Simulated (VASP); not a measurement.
Wanted: the native input for a VASP 6.6.1 run.

```
Task                   : single point
Functional             : PBE
Potentials or basis    : VASP PAW PBE potentials, release 64 (As, Ga_d)
Cutoff                 : 520 eV
k mesh                 : 8 × 8 × 8
Occupations            : gaussian, width 0.027 eV
Spin                   : no spin polarisation
Further INCAR settings : ALGO = Normal; EDIFF = 1e-06
```

The structure of GaAs lies in POSCAR:

```
GaAs
1.0
    0.0000000000      2.8268500000      2.8268500000
    2.8268500000      0.0000000000      2.8268500000
    2.8268500000      2.8268500000      0.0000000000
As Ga
1 1
Direct
    0.7500000000      0.7500000000      0.7500000000
    0.0000000000      0.0000000000      0.0000000000
```

The input as run:

INCAR

```
PREC = Accurate
ENCUT = 520
EDIFF = 1E-6
ISMEAR = 0
SIGMA = 0.027000000000000003
LREAL = F
LASPH = T
NELM = 100
ALGO = Normal
ISIF = 2
LWAVE = F
LCHARG = F
GGA = PE
```

KPOINTS

```
Automatic mesh
0
Gamma
  8 8 8
```

Potentials or basis: VASP PAW PBE potentials, release 64 (As, Ga_d).

Launch:

```console
$ cat potpaw_PBE.64/As/POTCAR potpaw_PBE.64/Ga_d/POTCAR > POTCAR
$ mpirun -np 1 vasp_std > vasp.out
```

Results of the run:

```
Pressure               : 3.4 GPa
Band gap on the k mesh : 0.52 eV, direct
```

It took 25 s on 1 thread of Intel(R) Xeon(R) Platinum 8175M CPU @ 2.50GHz (Skylake/Cascade Lake), with other jobs on the host, peak memory 0.17 GiB.
